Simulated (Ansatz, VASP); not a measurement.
# Cross-check of LaIr5 between VASP and Ansatz

Wanted: the spread between two codes on one cell, functional and k mesh. The cell is taken from a series of runs on this material, whose earlier steps may have relaxed, scaled, displaced or heated it; both programs get it as it stands.

Method: plane waves, with VASP 6.6.1 beside it; relaxation of cell and atoms at r2SCAN with rVV10, in Ansatz 0.2.0.

## (1) The starting structure

It takes space group P6/mmm (No. 191, hexagonal). Conventional cell: a = 5.385 Å, b = 5.385 Å, c = 4.213 Å, α = 90.00°, β = 90.00°, γ = 120.00°. Nearest to La lie 18 Ir at 3.11 to 3.42 Å. Nearest to Ir lie 8 Ir at 2.62 to 2.69 Å and 4 La at 3.42 Å. Nearest to Ir lie 9 Ir at 2.62 to 3.11 Å and 3 La at 3.11 Å. Farther neighbours are not listed.

Structure file:

```cif
data_structure
_symmetry_space_group_name_H-M 'P 1'
_symmetry_Int_Tables_number 1
_cell_length_a 5.3850
_cell_length_b 5.3850
_cell_length_c 4.2130
_cell_angle_alpha 90.000
_cell_angle_beta 90.000
_cell_angle_gamma 120.000
_cell_volume 105.80
loop_
_atom_site_label
_atom_site_type_symbol
_atom_site_fract_x
_atom_site_fract_y
_atom_site_fract_z
_atom_site_occupancy
La1 La 0.00000 0.00000 0.00000 1
Ir2 Ir 0.50000 0.00000 0.50000 1
Ir3 Ir 0.50000 0.50000 0.50000 1
Ir4 Ir 0.00000 0.50000 0.50000 1
Ir5 Ir 0.33333 0.66667 0.00000 1
Ir6 Ir 0.66667 0.33333 0.00000 1
```

## (2) VASP: relaxation of cell and atoms, r2SCAN with rVV10

The relaxed volume is the usual yardstick between codes: in a stiff, nearly cubic crystal its relative difference is about their pressure difference at one cell divided by the bulk modulus.

Lines of VASP's logs that name or quote its potential files are left out, and so is its time.

File INCAR:

```
SYSTEM = LaIr5
PREC = Accurate
ENCUT = 550
EDIFF = 1E-07
NELM = 200
ISMEAR = -1
SIGMA = 0.05
LREAL = .FALSE.
ALGO = Normal
METAGGA = R2SCAN
LUSE_VDW = .TRUE.
IVDW_NL = 2
BPARAM = 11.95
CPARAM = 0.0093
LASPH = .TRUE.
NBANDS = 34
LORBIT = 11
LWAVE = .FALSE.
LCHARG = .FALSE.
ISIF = 3
IBRION = 2
NSW = 80
EDIFFG = -0.005
GGA_COMPAT = .FALSE.
NELMIN = 4
LMAXMIX = 6
LMIXTAU = .TRUE.
KPAR = 2
```

File POSCAR:

```
LaIr5
1.0
    5.3850000000      0.0000000000      0.0000000000
   -2.6925000000      4.6635470000      0.0000000000
    0.0000000000      0.0000000000      4.2130000000
La Ir
1 5
Direct
    0.0000000000      0.0000000000      0.0000000000
    0.5000000000      0.0000000000      0.5000000000
    0.4999999464      0.4999998928      0.5000000000
    0.9999999464      0.4999998928      0.5000000000
    0.3333332976      0.6666665952      0.0000000000
    0.6666667024      0.3333334048      0.0000000000
```

File KPOINTS:

```
Automatic mesh
0
Gamma
7 7 8
0 0 0
```

The projector-augmented-wave data sets are La and Ir (PBE family, release 64).

Run with:

```
mpirun -np 2 vasp_std
```

Numbers of over 12 decimals in the logs are rounded to 6 here.

Output:

```text
[banner, memory and clock lines left out]
running    2 mpi-ranks, on    1 nodes
 distrk:  each k-point on    1 cores,    2 groups
 distr:  one band on    1 cores,    1 groups

 POSCAR found type information on POSCAR LaIr
 POSCAR found :  2 types and       6 ions
|                                                                             |
|               ----> ADVICE to this user running VASP <----                  |
|                                                                             |
|     You have switched on vdW-DFT.                                           |
|     This routine was written and supplied by Jiri Klimes. We recommend      |
|     that you carefully read and cite the following publications:            |
|       J. Klimes, D.R. Bowler, A. Michelides                                 |
|          J. Phys.: Cond Matt. 22 022201 (2010)                              |
|       J. Klimes, D.R. Bowler, A. Michelides                                 |
|          Phys. Rev. B. 83, 195131 (2011)                                    |
|     and references therein.                                                 |
|                                                                             |

|                                                                             |
|               ----> ADVICE to this user running VASP <----                  |
|                                                                             |
|     You enforced a specific xc type in the INCAR file but a different       |
|     [... a line on the potential file left out ...]
|     I HOPE YOU KNOW WHAT YOU ARE DOING!                                     |
|                                                                             |

 LDA part: xc-table for (None), standard interpolation
 POSCAR, INCAR and KPOINTS ok, starting setup
 FFT: planning ... GRIDC
 FFT: planning ... GRID_SOFT
 FFT: planning ... GRID
 WAVECAR not read
 entering main loop
       N       E                     dE             d eps       ncg     rms          rms(c)
Total rVV10 correction in eV:      1.0366912    72.7603295
Total rVV10 correction in eV:      1.0366912    72.7603295
DAV:   1     0.327929119465E+03    0.32793E+03   -0.24973E+04  2864   0.243E+03
DAV:   2    -0.196151147094E+03   -0.52408E+03   -0.49933E+03  3032   0.499E+02
DAV:   3    -0.289731729868E+03   -0.93581E+02   -0.88474E+02  3586   0.198E+02
DAV:   4    -0.307858282152E+03   -0.18127E+02   -0.17347E+02  5218   0.676E+01
DAV:   5    -0.310116942561E+03   -0.22587E+01   -0.21226E+01  4332   0.197E+01    0.323E+01
Total rVV10 correction in eV:      0.9448555    72.7603301
Total rVV10 correction in eV:      0.9448555    72.7603301
DAV:   6    -0.293746892875E+03    0.16370E+02   -0.82424E+01  4936   0.778E+01    0.151E+01
Total rVV10 correction in eV:      0.9534826    72.7603302
Total rVV10 correction in eV:      0.9534826    72.7603302
DAV:   7    -0.293349078345E+03    0.39781E+00   -0.17579E+01  5160   0.413E+01    0.954E+00
Total rVV10 correction in eV:      0.9569760    72.7603302
Total rVV10 correction in eV:      0.9569760    72.7603302
DAV:   8    -0.292644667330E+03    0.70441E+00   -0.43706E+00  5160   0.212E+01    0.510E+00
Total rVV10 correction in eV:      0.9592811    72.7603302
Total rVV10 correction in eV:      0.9592811    72.7603302
DAV:   9    -0.292500850404E+03    0.14382E+00   -0.27006E+00  4888   0.108E+01    0.217E+00
Total rVV10 correction in eV:      0.9497155    72.7603302
Total rVV10 correction in eV:      0.9497155    72.7603302
DAV:  10    -0.292414969062E+03    0.85881E-01   -0.17086E+00  4334   0.872E+00    0.742E-01
Total rVV10 correction in eV:      0.9526987    72.7603369
Total rVV10 correction in eV:      0.9526987    72.7603369
DAV:  11    -0.292538560871E+03   -0.12359E+00   -0.22455E-01  3656   0.331E+00    0.411E-01
Total rVV10 correction in eV:      0.9522789    72.7603747
Total rVV10 correction in eV:      0.9522789    72.7603747
DAV:  12    -0.292545992383E+03   -0.74315E-02   -0.24763E-02  4090   0.135E+00    0.248E-01
Total rVV10 correction in eV:      0.9531366    72.7603958
Total rVV10 correction in eV:      0.9531366    72.7603958
DAV:  13    -0.292545857192E+03    0.13519E-03   -0.66204E-03  4148   0.532E-01    0.623E-02
Total rVV10 correction in eV:      0.9532360    72.7604081
Total rVV10 correction in eV:      0.9532360    72.7604081
DAV:  14    -0.292546983813E+03   -0.11266E-02   -0.96271E-04  3974   0.248E-01    0.203E-02
Total rVV10 correction in eV:      0.9531831    72.7604107
Total rVV10 correction in eV:      0.9531831    72.7604107
DAV:  15    -0.292547163950E+03   -0.18014E-03   -0.62554E-04  3520   0.162E-01    0.151E-02
[...]
Total rVV10 correction in eV:      0.9603541    72.7603938
Total rVV10 correction in eV:      0.9603541    72.7603938
DAV:   3    -0.292604233107E+03   -0.53414E-07   -0.10446E-05  4758   0.234E-02    0.761E-03
Total rVV10 correction in eV:      0.9603620    72.7603938
Total rVV10 correction in eV:      0.9603620    72.7603938
DAV:   4    -0.292604232618E+03    0.48861E-06   -0.62706E-06  5216   0.241E-02    0.596E-03
Total rVV10 correction in eV:      0.9603658    72.7603939
Total rVV10 correction in eV:      0.9603658    72.7603939
DAV:   5    -0.292604232514E+03    0.10405E-06   -0.22619E-06  4636   0.148E-02    0.139E-03
Total rVV10 correction in eV:      0.9603684    72.7603940
Total rVV10 correction in eV:      0.9603684    72.7603940
DAV:   6    -0.292604233091E+03   -0.57654E-06   -0.52311E-07  3426   0.550E-03    0.115E-03
Total rVV10 correction in eV:      0.9603667    72.7603941
Total rVV10 correction in eV:      0.9603667    72.7603941
DAV:   7    -0.292604233711E+03   -0.61997E-06   -0.94513E-08  1548   0.323E-03    0.325E-04
Total rVV10 correction in eV:      0.9603668    72.7603941
Total rVV10 correction in eV:      0.9603668    72.7603941
DAV:   8    -0.292604233767E+03   -0.56749E-07   -0.28956E-08  1494   0.314E-03
Total rVV10 correction in eV:      0.9603649    72.7603942
Total rVV10 correction in eV:      0.9603649    72.7603942
Total rVV10 correction in eV:      0.9603665    72.7603941
Total rVV10 correction in eV:      0.9603665    72.7603941
   6 F= -.29260423E+03 E0= -.29257187E+03  d E =-.147797E-01
[...]
7 F= -.29260416E+03 E0= -.29257189E+03  d E =0.700865E-04
[...]
8 F= -.29260427E+03 E0= -.29257193E+03  d E =-.321394E-04
 curvature:  -0.17 expect dE=-0.290E-05 dE for cont linesearch -0.827E-08
 trial: gam=-0.12099 g(F)=  0.937E-40 g(S)=  0.168E-04 ort = 0.304E-05 (trialstep = 0.688E+00)
 search vector abs. value=  0.189E-04
 bond charge predicted
       N       E                     dE             d eps       ncg     rms          rms(c)
Total rVV10 correction in eV:      0.9600352    72.7603942
Total rVV10 correction in eV:      0.9600352    72.7603942
DAV:   1    -0.292604295894E+03   -0.29989E-04   -0.16833E-03  3154   0.394E-01    0.366E-02
Total rVV10 correction in eV:      0.9598604    72.7603939
Total rVV10 correction in eV:      0.9598604    72.7603939
DAV:   2    -0.292604267873E+03    0.28021E-04   -0.14876E-04  3916   0.142E-01    0.147E-02
Total rVV10 correction in eV:      0.9598288    72.7603940
Total rVV10 correction in eV:      0.9598288    72.7603940
DAV:   3    -0.292604268217E+03   -0.34427E-06   -0.12500E-05  4860   0.291E-02    0.886E-03
Total rVV10 correction in eV:      0.9598215    72.7603941
Total rVV10 correction in eV:      0.9598215    72.7603941
DAV:   4    -0.292604268573E+03   -0.35562E-06   -0.78911E-06  5056   0.278E-02    0.720E-03
Total rVV10 correction in eV:      0.9598158    72.7603942
Total rVV10 correction in eV:      0.9598158    72.7603942
DAV:   5    -0.292604268089E+03    0.48410E-06   -0.32426E-06  5176   0.176E-02    0.149E-03
Total rVV10 correction in eV:      0.9598131    72.7603941
Total rVV10 correction in eV:      0.9598131    72.7603941
DAV:   6    -0.292604268037E+03    0.51717E-07   -0.46382E-07  3222   0.515E-03
Total rVV10 correction in eV:      0.9598174    72.7603940
Total rVV10 correction in eV:      0.9598174    72.7603940
Total rVV10 correction in eV:      0.9598155    72.7603940
Total rVV10 correction in eV:      0.9598155    72.7603940
   9 F= -.29260427E+03 E0= -.29257193E+03  d E =-.213031E-05
 trial-energy change:   -0.000002  1 .order   -0.000004   -0.000011    0.000004
 step:   0.4099(harm=  0.5056)  dis= 0.00000  next Energy=  -292.604269 (dE=-0.305E-05)
 reached required accuracy - stopping structural energy minimisation
```

OUTCAR, selected parts (step 2):

```text
ion  position               nearest neighbor table
   1  0.000  0.000  0.000-   5 3.11   6 3.11   5 3.11   6 3.11   6 3.11   5 3.11   4 3.42   4 3.42
                             3 3.42   3 3.42   2 3.42   2 3.42   2 3.42   2 3.42   3 3.42   3 3.42
   2  0.500  0.000  0.500-   5 2.62   6 2.62   5 2.62   6 2.62   3 2.69   4 2.69   4 2.69   3 2.69
                             1 3.42   1 3.42   1 3.42   1 3.42
   3  0.500  0.500  0.500-   6 2.62   6 2.62   5 2.62   5 2.62   2 2.69   4 2.69   4 2.69   2 2.69
                             1 3.42   1 3.42   1 3.42   1 3.42
   4  1.000  0.500  0.500-   6 2.62   6 2.62   5 2.62   5 2.62   2 2.69   3 2.69   3 2.69   2 2.69
                             1 3.42   1 3.42   1 3.42   1 3.42
   5  0.333  0.667  0.000-   4 2.62   4 2.62   3 2.62   3 2.62   2 2.62   2 2.62   6 3.11   6 3.11
                             1 3.11   1 3.11   1 3.11   6 3.11
   6  0.667  0.333  0.000-   3 2.62   3 2.62   4 2.62   4 2.62   2 2.62   2 2.62   5 3.11   5 3.11
                             1 3.11   1 3.11   1 3.11   5 3.11

  LATTYP: Found a hexagonal cell.
 ALAT       =     5.3850000000
 C/A-ratio  =     0.7823584030

 Subroutine GETGRP returns: Found 24 space group operations
 (whereof 24 operations were pure point group operations)

The static configuration has the point symmetry D_6h.

 Found     40 irreducible k-points:

   k-points           NKPTS =     40   k-points in BZ     NKDIM =     40   number of bands    NBANDS=     34

   dimension x,y,z NGX =    42 NGY =   42 NGZ =   32
   dimension x,y,z NGXF=    84 NGYF=   84 NGZF=   64

   ENCUT  =  550.0 eV  40.42 Ry    6.36 a.u.  10.30 10.30  8.06*2*pi/ulx,y,z

   NELECT =      56.0000    total number of electrons

 k-points in reciprocal lattice and weights: Automatic mesh
   0.00000000  0.00000000  0.00000000       0.003
   0.14285714 -0.00000000  0.00000000       0.015
   0.28571429 -0.00000000  0.00000000       0.015
   0.42857143 -0.00000000  0.00000000       0.015
   0.14285714  0.14285714  0.00000000       0.015
   0.28571429  0.14285714  0.00000000       0.031
   0.42857143  0.14285714  0.00000000       0.015
   0.28571429  0.28571429  0.00000000       0.015
   0.00000000  0.00000000  0.12500000       0.005
[...]
0.42857143  0.14285714  0.50000000       0.015
   0.28571429  0.28571429  0.50000000       0.015

 average (electrostatic) potential at core
       1-100.0370       2 -54.5450       3 -54.5450       4 -54.5450       5 -54.2549
       6 -54.2549

 E-fermi :   8.6813

 k-point     1 :       0.0000    0.0000    0.0000
  band No.  band energies     occupation
    ...
     23       7.8825      2.00000
     24       7.8825      2.00000
     25       7.9852      2.00000
     26       8.4925      1.95527
     27       8.4925      1.95527
     28       9.6525      0.00000
     29      10.3480      0.00000
     30      10.8626      0.00000
     31      10.8626      0.00000
     32      10.9565      0.00000
    ...

 k-point     2 :       0.1429   -0.0000    0.0000
  band No.  band energies     occupation
    ...
     23       7.7488      2.00000
     24       7.8669      2.00000
     25       7.9591      2.00000
     26       8.4023      1.99248
     27       8.4402      1.98405
     28       9.3710      0.00000
     29       9.4103      0.00000
     30      10.0348      0.00000
     31      10.8609      0.00000
     32      10.8712      0.00000
    ...

 k-point     3 :       0.2857   -0.0000    0.0000
  band No.  band energies     occupation
    ...
     24       7.7718      2.00000
     25       7.8790      2.00000
     26       8.2381      1.99972
     27       8.3008      1.99901
     28       8.3242      1.99842
     29       8.8629      0.05156
     30       8.8757      0.04017
     31      10.1465      0.00000
     32      10.8580      0.00000
     33      12.0156      0.00000
    ...

  Total        0.0144957      0.0144957      0.0077249      0.0000000      0.0000000      0.0000000
  in kB        0.2178182      0.2178182      0.1160768      0.0000000      0.0000000      0.0000000
  external PRESSURE =       0.1839044 kB  Pullay stress =       0.0000000 kB

  energy-cutoff  :      550.00
  volume of cell :      106.62
      direct lattice vectors                 reciprocal lattice vectors
     5.348097189  0.000000000  0.000000000     0.186982391  0.107954329  0.000000000
    -2.674048594  4.631588224  0.000000000    -0.000000000  0.215908658  0.000000000
    -0.000000000 -0.000000000  4.304548011     0.000000000 -0.000000000  0.232312428

 POSITION                                       TOTAL-FORCE (eV/Angst)
 -----------------------------------------------------------------------------------
     -2.67405      4.63159      0.00000        -0.000000     -0.000000     -0.000000
     -0.00000      4.63159      2.15227         0.000000     -0.000000     -0.000000
      1.33702      2.31579      2.15227         0.000000     -0.000000     -0.000000
      4.01107      2.31579      2.15227         0.000000     -0.000000     -0.000000
     -0.00000      3.08773      0.00000         0.000000      0.000000     -0.000000
      2.67405      1.54386      4.30455         0.000000     -0.000000      0.000000
 -----------------------------------------------------------------------------------
    total drift:                                0.000000     -0.002998      0.000000

  FREE ENERGIE OF THE ION-ELECTRON SYSTEM (eV)
  ---------------------------------------------------
  free  energy   TOTEN  =      -292.6042680370 eV

  energy  without entropy=     -292.5395893458  energy(sigma->0) =     -292.57192869

 reached required accuracy - stopping structural energy minimisation

 total charge
# of ion       s       p       d       f       tot
--------------------------------------------------
    1        2.002   5.680   0.695   0.175   8.551
    2        0.733   0.650   6.975   0.000   8.358
    3        0.733   0.650   6.975   0.000   8.358
    4        0.733   0.650   6.975   0.000   8.358
    5        0.709   0.592   7.066   0.000   8.368
    6        0.709   0.592   7.066   0.000   8.368
--------------------------------------------------
tot          5.619   8.815  35.751   0.175  50.361

[... 3 further parts left out ...]
```

The run keeps the 24 symmetry operations of its start, so it cannot find a distortion of lower symmetry.

[end of part 1 of 2]

[Lines on the potential files, build, host, timing and source positions are cut from VASP's logs without a mark.]

[Logs are printed without paths, hosts, clocks, repeated set-up lines and the standing remarks that a program may print on its own settings, such as how far it seeks lower states.]

[Hosts, paths, dates, database ids (printed as entryN), source tags and the programs' standing remarks are cut or masked in the printed files.]
